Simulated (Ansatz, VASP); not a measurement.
# Two plane-wave programs on MgI

```
Mg I
1.0
     4.32491    0.00000    0.00000
     0.00000    4.32491    0.00000
     0.00000    0.00000    7.13405
Mg I
2 2
Direct
  0.50000 0.50000 0.00000
  0.00000 0.00000 0.00000
  0.50000 0.00000 0.32456
  0.00000 0.50000 0.67544
```

Alike in both runs: functional PBEsol; k mesh 10 × 10 × 6; occupations gaussian, width 0.1 eV; no spin polarisation.

Ansatz relaxed the structure, and its values are those at the end. VASP's run is a single point on that final structure, the one shown.

|  | VASP | Ansatz |
| --- | --- | --- |
| version | VASP 6.6.1 | Ansatz 0.2.0 |
| potentials or method | VASP PAW PBE potentials, release 64 (Mg, I) | scalar-relativistic, plane waves, PAW |
| plane-wave cutoff (eV) | 520 | 420 |
| valence electrons in the cell | 18 | 54 |

|  | VASP | Ansatz | Ansatz less VASP |
| --- | --- | --- | --- |
| gap on the k mesh at the Fermi level (eV) | none | none | - |
| pressure (GPa) | -0.1 | 0.0 | +0.03 |
| rms of the force components (eV/Å) | 0.004 | 0.003 | -0.0012 |

A gap of «none» marks a metal or a gap that the smearing closes. The two sets of potentials don't hold the same shells in valence.

Caveats: the PAW data sets were made with another functional, which shifts forces and pressure a little (VASP). The runs have no spin-orbit coupling, so splittings on I are missing.
